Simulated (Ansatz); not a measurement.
The system is SrVO3.

```
CELL_PARAMETERS angstrom
3.84090 0.00000 0.00000
0.00000 3.84090 0.00000
0.00000 0.00000 3.84090
ATOMIC_POSITIONS crystal
Sr 0.50000 0.50000 0.50000
V 0.00000 0.00000 0.00000
O 0.00000 0.00000 0.50000
O 0.00000 0.50000 0.00000
O 0.50000 0.00000 0.00000
```

```yaml
Program: Ansatz 0.2.0
Task: relaxation of cell and atoms
Functional: PBEsol
Dispersion: D3(BJ)
Potentials_or_basis: Ansatz PAW
Cutoff: "420 eV (not typed: the program's choice for these potentials)"
k_mesh: 7 × 7 × 7
Occupations: fermi-dirac, width 0.05 eV
Spin: collinear spin, ferromagnetic start
Starting_moments: "[0.0, 2.0, 0.0, 0.0, 0.0] μB"
```

At the start: volume 11.33 Å³/atom.

**Question.** Where does the relaxation end?

**Answer.** It ends after 7 steps and the volume is 10.84 Å³/atom (-4.3 %); space group Pm-3m (No. 221, to 0.05 Å); moment 0.00 μB per cell.

The path:
```
step  energy change (eV)  largest force (eV/Å)  volume (Å³)
   1              0.0000                0.0000        56.66
   2             -0.0725                0.0000        54.65
   3             -0.0760                0.0000        54.25
   4             -0.0759                0.0000        54.28
   5             -0.0675                0.0000        54.28
   6             -0.0679                0.0000        54.21
   7             -0.0675                0.0000        54.21
```

Final structure:
```
Sr V O
1.0
     3.78457    0.00000    0.00000
     0.00000    3.78457    0.00000
     0.00000    0.00000    3.78457
Sr V O
1 1 3
Direct
  0.50000 0.50000 0.50000
  0.00000 0.00000 0.00000
  0.00000 0.00000 0.50000
  0.00000 0.50000 0.00000
  0.50000 0.00000 0.00000
```

Caveat: the plane-wave basis is chosen anew once the cell has moved, so the energies of steps on either side of that aren't comparable; the pressure holds a Pulay correction of +0.7 GPa for the finite cutoff; pairwise dispersion overbinds metals, which lowers pressure and volume; the PAW data sets come from PBE, with cores solved anew for the run's functional, which leaves a small shift of forces and pressure; the starting moments weren't kept.
